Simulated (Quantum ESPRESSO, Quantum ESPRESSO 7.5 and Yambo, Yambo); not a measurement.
# Quasiparticle gap of SiC (Moissanite) in Yambo

Wanted: ground state, empty states, screening and self-energy for SiC (Moissanite).

Method: PBE and many-body steps on it, plane waves, in Quantum ESPRESSO 7.5 and Yambo 5.3.0.

**What was measured.**

- Gap 3.33 eV: band gap at cryogenic temperature; bulk crystal (literature value) (quoted in “Silicon carbide diodes for neutron detection”, 2020, arxiv:2009.14696).

This is a report of a sequence of runs, with most program output left out.

## Step 1: The structure

It takes space group P6_3mc (No. 186, hexagonal). The conventional cell has a = 3.076 Å, b = 3.076 Å, c = 5.048 Å, α = 90.00°, β = 90.00°, γ = 120.00°. Nearest to Si lie 4 C at 1.87 to 1.94 Å. C has 4 Si at 1.87 to 1.94 Å nearest. Farther neighbours are not listed.

Coordinates:

```cif
data_structure
_symmetry_space_group_name_H-M 'P6_3mc'
_symmetry_Int_Tables_number 186
_cell_length_a 3.0760
_cell_length_b 3.0760
_cell_length_c 5.0480
_cell_angle_alpha 90.000
_cell_angle_beta 90.000
_cell_angle_gamma 120.000
_cell_volume 41.36
loop_
_atom_site_label
_atom_site_type_symbol
_atom_site_symmetry_multiplicity
_atom_site_Wyckoff_symbol
_atom_site_fract_x
_atom_site_fract_y
_atom_site_fract_z
_atom_site_occupancy
Si1 Si 2 b 0.33333 0.66667 0.00000 1
C1 C 2 b 0.33333 0.66667 0.38500 1
```

The cell and positions come from the Crystallography Open Database and are kept as given unless a step says otherwise.

## Step 2: Ground state

This step: Quantum ESPRESSO 7.5; DFT, PBE, plane waves, norm-conserving pseudopotentials.

The ground-state density comes first.

File pw.in:

```
&control
  calculation = 'scf'
  prefix = 'x'
  outdir = 'o'
  pseudo_dir = 'pseudo'
/
&system
  ibrav = 0
  nat = 4
  ntyp = 2
  ecutwfc = 74.0
  nbnd = 14
  force_symmorphic = .true.
/
&electrons
  conv_thr = 1e-10
  electron_maxstep = 80
  mixing_beta = 0.5
/
ATOMIC_SPECIES
  Si 28.085 Si.upf
  C 12.011 C.upf
CELL_PARAMETERS angstrom
  3.0760000000 0.0000000000 0.0000000000
  -1.5380000000 2.6638941420 0.0000000000
  0.0000000000 0.0000000000 5.0480000000
ATOMIC_POSITIONS crystal
  Si 0.3333333333 0.6666666667 0.0000000000
  Si 0.6666666667 0.3333333333 0.5000000000
  C 0.3333333333 0.6666666667 0.3850000000
  C 0.6666666667 0.3333333333 0.8850000000
K_POINTS automatic
  6 6 4 0 0 0
```

Command:

```bash
$ OMP_NUM_THREADS=1 mpirun -n 8 pw.x -nk 8 -in pw.in > pw.out
```

Wall time 2.4 s (8 MPI ranks of Intel Xeon 6975P-C (Granite Rapids), shared host); peak memory 0.51 GiB; 17 s of CPU time.

This step gave:

```yaml
total_energy: -558.8583 eV
gap: 2.329 eV
k_of_the_valence_top: 0, 0, 0
k_of_the_conduction_bottom: 0.3333, 0.3333, 0
least_direct_gap: 4.083 eV
```

The gap is indirect, with the least direct gap 1.75 eV higher.

## Step 3: Bands along the symmetry lines

Levels along a band path, at the cheap level, show where the edges lie and whether the meshes to come will hold them.

File pw.in:

```
&control
  calculation = 'bands'
  prefix = 'x'
  outdir = 'o'
  pseudo_dir = 'pseudo'
/
&system
  ibrav = 0
  nat = 4
  ntyp = 2
  ecutwfc = 74.0
  nbnd = 14
  force_symmorphic = .true.
/
&electrons
  conv_thr = 1e-9
  electron_maxstep = 80
  diago_full_acc = .true.
  diago_thr_init = 5e-6
/
ATOMIC_SPECIES
  Si 28.085 Si.upf
  C 12.011 C.upf
CELL_PARAMETERS angstrom
  3.0760000000 0.0000000000 0.0000000000
  -1.5380000000 2.6638941420 0.0000000000
  0.0000000000 0.0000000000 5.0480000000
ATOMIC_POSITIONS crystal
  Si 0.3333333333 0.6666666667 0.0000000000
  Si 0.6666666667 0.3333333333 0.5000000000
  C 0.3333333333 0.6666666667 0.3850000000
  C 0.6666666667 0.3333333333 0.8850000000
K_POINTS crystal
  75
  0.00000000 0.00000000 0.00000000 1
  0.06250000 0.00000000 0.00000000 1
  0.12500000 0.00000000 0.00000000 1
  0.18750000 0.00000000 0.00000000 1
  0.25000000 0.00000000 0.00000000 1
  0.31250000 0.00000000 0.00000000 1
  0.37500000 0.00000000 0.00000000 1
  0.43750000 0.00000000 0.00000000 1
  0.50000000 0.00000000 0.00000000 1
  0.47916667 0.04166667 0.00000000 1
  0.45833333 0.08333333 0.00000000 1
  0.43750000 0.12500000 0.00000000 1
  0.41666666 0.16666666 0.00000000 1
  0.39583333 0.20833333 0.00000000 1
  0.37500000 0.25000000 0.00000000 1
  0.35416666 0.29166666 0.00000000 1
  0.33333333 0.33333333 0.00000000 1
  0.29166666 0.29166666 0.00000000 1
  0.25000000 0.25000000 0.00000000 1
  0.20833333 0.20833333 0.00000000 1
  0.16666666 0.16666666 0.00000000 1
  0.12500000 0.12500000 0.00000000 1
  0.08333333 0.08333333 0.00000000 1
  0.04166667 0.04166667 0.00000000 1
  0.00000000 0.00000000 0.00000000 1
  0.00000000 0.00000000 0.06250000 1
  0.00000000 0.00000000 0.12500000 1
  0.00000000 0.00000000 0.18750000 1
  0.00000000 0.00000000 0.25000000 1
  0.00000000 0.00000000 0.31250000 1
  0.00000000 0.00000000 0.37500000 1
  0.00000000 0.00000000 0.43750000 1
  0.00000000 0.00000000 0.50000000 1
  0.06250000 0.00000000 0.50000000 1
  0.12500000 0.00000000 0.50000000 1
  0.18750000 0.00000000 0.50000000 1
  0.25000000 0.00000000 0.50000000 1
  0.31250000 0.00000000 0.50000000 1
  0.37500000 0.00000000 0.50000000 1
  0.43750000 0.00000000 0.50000000 1
  0.50000000 0.00000000 0.50000000 1
  0.47916667 0.04166667 0.50000000 1
  0.45833333 0.08333333 0.50000000 1
  0.43750000 0.12500000 0.50000000 1
  0.41666666 0.16666666 0.50000000 1
  0.39583333 0.20833333 0.50000000 1
  0.37500000 0.25000000 0.50000000 1
  0.35416666 0.29166666 0.50000000 1
  0.33333333 0.33333333 0.50000000 1
  0.29166666 0.29166666 0.50000000 1
  0.25000000 0.25000000 0.50000000 1
  0.20833333 0.20833333 0.50000000 1
  0.16666666 0.16666666 0.50000000 1
  0.12500000 0.12500000 0.50000000 1
  0.08333333 0.08333333 0.50000000 1
  0.04166667 0.04166667 0.50000000 1
  0.00000000 0.00000000 0.50000000 1
  0.50000000 0.00000000 0.50000000 1
  0.50000000 0.00000000 0.43750000 1
  0.50000000 0.00000000 0.37500000 1
  0.50000000 0.00000000 0.31250000 1
  0.50000000 0.00000000 0.25000000 1
  0.50000000 0.00000000 0.18750000 1
  0.50000000 0.00000000 0.12500000 1
  0.50000000 0.00000000 0.06250000 1
  0.50000000 -0.00000000 0.00000000 1
  0.33333333 0.33333333 0.50000000 1
  0.33333333 0.33333333 0.43750000 1
  0.33333333 0.33333333 0.37500000 1
  0.33333333 0.33333333 0.31250000 1
  0.33333333 0.33333333 0.25000000 1
  0.33333333 0.33333333 0.18750000 1
  0.33333333 0.33333333 0.12500000 1
  0.33333333 0.33333333 0.06250000 1
  0.33333333 0.33333333 0.00000000 1
```

Run time: 2.3 s. Hardware: 8 MPI ranks; peak memory 0.45 GiB.

This step gave:

| Item | Value |
| --- | --- |
| gap | 2.329 eV |
| k of the valence top | 0, 0, 0 |
| k of the conduction bottom | 0.3333, 0.3333, 0 |
| least direct gap | 4.083 eV |

The gap is 2.329 eV, as in the run before at this level.

The electronic bands at the labelled points (eV, zero at the top of the highest filled band; v1 is the highest filled band, c1 the lowest empty one):

| point | v4 | v3 | v2 | v1 | c1 | c2 | c3 | c4 |
| --- | --- | --- | --- | --- | --- | --- | --- | --- |
| Γ | -1.56 | -0.28 | -0.28 | 0.00 | 4.62 | 6.02 | 6.51 | 6.51 |
| halfway | -3.22 | -2.75 | -0.93 | -0.90 | 3.89 | 5.73 | 6.97 | 7.71 |
| M | -5.44 | -3.55 | -3.26 | -1.49 | 2.60 | 4.20 | 6.75 | 7.21 |
| halfway | -5.48 | -4.79 | -3.34 | -2.83 | 3.26 | 4.96 | 7.50 | 8.29 |
| K | -6.51 | -4.12 | -4.04 | -4.04 | 2.33 | 7.98 | 8.65 | 8.65 |
| halfway | -4.36 | -3.07 | -1.73 | -1.17 | 5.10 | 5.66 | 6.81 | 6.96 |
| Γ | -1.56 | -0.28 | -0.28 | 0.00 | 4.62 | 6.02 | 6.51 | 6.51 |
| halfway | -1.39 | -1.39 | -0.49 | -0.49 | 4.90 | 6.63 | 6.63 | 6.85 |
| A | -0.97 | -0.97 | -0.97 | -0.97 | 5.71 | 5.71 | 7.17 | 7.17 |
| halfway | -3.07 | -3.07 | -1.96 | -1.96 | 4.36 | 4.36 | 7.13 | 7.13 |
| L | -2.69 | -2.69 | -2.34 | -2.34 | 3.17 | 3.17 | 5.00 | 5.00 |
| halfway | -4.46 | -4.46 | -1.95 | -1.95 | 4.12 | 4.12 | 6.12 | 6.12 |
| H | -5.86 | -5.86 | -1.75 | -1.75 | 4.82 | 4.82 | 5.97 | 5.97 |
| halfway | -3.19 | -3.19 | -2.64 | -2.64 | 5.03 | 5.03 | 7.34 | 7.34 |
| A | -0.97 | -0.97 | -0.97 | -0.97 | 5.71 | 5.71 | 7.17 | 7.17 |
| jump to L | -2.69 | -2.69 | -2.34 | -2.34 | 3.17 | 3.17 | 5.00 | 5.00 |
| halfway | -4.17 | -3.32 | -2.34 | -1.90 | 2.93 | 3.18 | 6.41 | 6.84 |
| M | -5.44 | -3.55 | -3.26 | -1.49 | 2.60 | 4.20 | 6.75 | 7.21 |
| jump to H | -5.86 | -5.86 | -1.75 | -1.75 | 4.82 | 4.82 | 5.97 | 5.97 |
| halfway | -6.66 | -4.76 | -2.85 | -2.85 | 3.52 | 6.34 | 6.34 | 7.68 |
| K | -6.51 | -4.12 | -4.04 | -4.04 | 2.33 | 7.98 | 8.65 | 8.65 |

## Step 4: Empty states on the mesh, 3×3×4 mesh, 101 bands

The sums over transitions need many empty states on a uniform mesh; this step solves for them.

File pw.in:

```
&control
  calculation = 'nscf'
  prefix = 'x'
  outdir = 'o'
  pseudo_dir = 'pseudo'
/
&system
  ibrav = 0
  nat = 4
  ntyp = 2
  ecutwfc = 74.0
  nbnd = 101
  force_symmorphic = .true.
/
&electrons
  conv_thr = 1e-9
  electron_maxstep = 80
  diago_full_acc = .true.
  diago_thr_init = 5e-6
/
ATOMIC_SPECIES
  Si 28.085 Si.upf
  C 12.011 C.upf
CELL_PARAMETERS angstrom
  3.0760000000 0.0000000000 0.0000000000
  -1.5380000000 2.6638941420 0.0000000000
  0.0000000000 0.0000000000 5.0480000000
ATOMIC_POSITIONS crystal
  Si 0.3333333333 0.6666666667 0.0000000000
  Si 0.6666666667 0.3333333333 0.5000000000
  C 0.3333333333 0.6666666667 0.3850000000
  C 0.6666666667 0.3333333333 0.8850000000
K_POINTS automatic
  3 3 4 0 0 0
```

Command:

```bash
$ OMP_NUM_THREADS=1 mpirun -n 8 pw.x -nk 4 -in pw.in > pw.out
```

Wall time 2.6 s (8 MPI ranks); peak memory 0.43 GiB.

Numbers from this step:

```yaml
gap: 2.329 eV
k_of_the_valence_top: 0, 0, 0
k_of_the_conduction_bottom: 0.3333, 0.3333, 0
least_direct_gap: 4.403 eV
k_points_computed: 10
lowest_point_of_the_top_converged_band_above_the_valence_top: 81.0840 eV
```

On this mesh the gap is 2.329 eV.

## Step 5: Conversion and set-up

This step: Yambo 5.3.0; conversion and set-up on PBE, plane waves, norm-conserving pseudopotentials.

The states are converted to the many-body program's format and the q mesh is built.

Command:

```bash
$ (cd o/x.save; p2y > p2y.log; mv SAVE ../..); yambo > setup.log
```

Run time: 2.3 s. Hardware: 1 MPI rank; peak memory 0.23 GiB.

## Step 6: Screening and self-energy, 3×3×4 mesh, 101 bands, screening to 129.3 eV

Now the one-shot GW correction: screening in the RPA, then the self-energy of the levels asked for.

This step: G0W0 on PBE, plane waves, norm-conserving pseudopotentials.

File gw1.in:

```
HF_and_locXC
gw0
dyson
ppa
em1d
rim_cut
RandQpts= 1000000
RandGvec= 1 RL
EXXRLvcs= 74 Ry
VXCRLvcs= 296 Ry
Chimod= "HARTREE"
% BndsRnXp
 1 | 101 |
%
NGsBlkXp= 9.5 Ry
% LongDrXp
 1 | 1 | 1 |
%
% GbndRnge
 1 | 101 |
%
DysSolver= "n"
ExtendOut
PPAPntXp= 27.21138 eV
% QPkrange
 1 | 10 | 3 | 13 |
%
```

Command:

```bash
$ OMP_NUM_THREADS=1 mpirun -n 8 yambo -F gw1.in -J gw1 -C gw1 > gw1.log
```

It took 61 s on 8 MPI ranks; peak memory 3 GiB; 7.9 min of CPU time.

This step gave:

| Property | Result |
| --- | --- |
| G0W0 gap on the mesh | 2.833 eV |
| starting gap on the mesh | 2.329 eV |
| k of the valence top | 0, 0, 0 |
| k of the conduction bottom | 0.3333, 0.3333, 0 |
| least direct G0W0 gap on the computed points | 5.262 eV |
| Z at the valence top | 0.8007 |
| Z at the conduction bottom | 0.8285 |

The gap on the mesh goes from 2.33 eV to 2.83 eV, a correction of +0.50 eV.

Limits: finite bands, cutoff and mesh; coarse k mesh. v1 is the top filled band, c1 the lowest empty one. The levels before and after the correction (eV, zero at the valence-band top of each column):

|  | conduction bottom | valence top |
| --- | --- | --- |
| Kohn-Sham | 2.33 | 0.00 |
| G0W0 | 2.83 | 0.00 |

|  | level | energy (eV) |
| --- | --- | --- |
| Kohn-Sham | Γ v3-v2 | -0.275 |
| Kohn-Sham | Γ v1 | 0.000 |
| Kohn-Sham | Γ c1 | 4.620 |
| Kohn-Sham | Γ c2 | 6.019 |
| Kohn-Sham | Γ c3 | 6.509 |
| Kohn-Sham | (0.333 0.333 0) v3 | -4.120 |
| Kohn-Sham | (0.333 0.333 0) v2-v1 | -4.042 |
| Kohn-Sham | (0.333 0.333 0) c1 | 2.329 |
| Kohn-Sham | (0.333 0.333 0) c2 | 7.984 |
| Kohn-Sham | (0.333 0.333 0) c3 | 8.646 |
| G0W0 | Γ v3-v2 | -0.366 |
| G0W0 | Γ v1 | 0.000 |
| G0W0 | Γ c1 | 5.415 |
| G0W0 | Γ c2 | 6.781 |
| G0W0 | Γ c3 | 7.203 |
| G0W0 | (0.333 0.333 0) v3 | -4.602 |
| G0W0 | (0.333 0.333 0) v2-v1 | -4.491 |
| G0W0 | (0.333 0.333 0) c1 | 2.833 |
| G0W0 | (0.333 0.333 0) c2 | 8.972 |
| G0W0 | (0.333 0.333 0) c3 | 9.704 |

## Step 7: Where the time went

Times are wall times on the hardware named with each run, good to a factor of about two.

| step | time | share | memory (GiB) |
| --- | --- | --- | --- |
| ground state | 2.4 s | 3 % | 0.51 |
| bands along the symmetry lines | 2.3 s | 3 % | 0.45 |
| empty states on the mesh | 2.6 s | 4 % | 0.43 |
| conversion and set-up | 2.3 s | 3 % | 0.23 |
| screening and self-energy | 61 s | 86 % | 3.0 |

## Step 8: Results

| Item | Value |
| --- | --- |
| PBE gap | 2.33 eV, indirect |
| G0W0 gap on the mesh | 2.83 eV |
| GW settings | 3×3×4 mesh, 101 bands, screening to 129.3 eV, Godby-Needs plasmon pole |
| known limits | not at the basis limit; coarse k mesh |

In words: G0W0 moves the gap on the mesh from 2.33 eV to 2.83 eV (+0.50 eV), with Z of 0.80 and 0.83 at the edges. The dearest step here is «screening and self-energy». Against experiment, by G0W0@PBE: the gap of 2.83 eV lies −0.50 eV from the measured 3.33 eV (kind not stated, quoted 2020). The calculation has static nuclei and no excitons; a measured gap holds zero-point and thermal motion, which mostly lowers it. Bands and cutoff are finite, so the gap is not at the basis limit. The miss can reach some tenths of an eV and take either sign; the mesh is an error of its own. The 3×3×4 mesh is coarse for this cell, which bears on the long-range parts of exchange and screening.

[Paths, hosts, dates, memory and timing lines, banners, echoed tables and standing remarks are left out of the program output.]

[Logs are printed without paths, hosts, clocks, repeated set-up lines and the standing remarks that a program may print on its own settings, such as how far it seeks lower states.]

[Runs of the session that timed out or met a known fault of the program may be left out.]

[Hosts, paths, dates, database ids (printed as entryN), source tags and the programs' standing remarks are cut or masked in the printed files.]
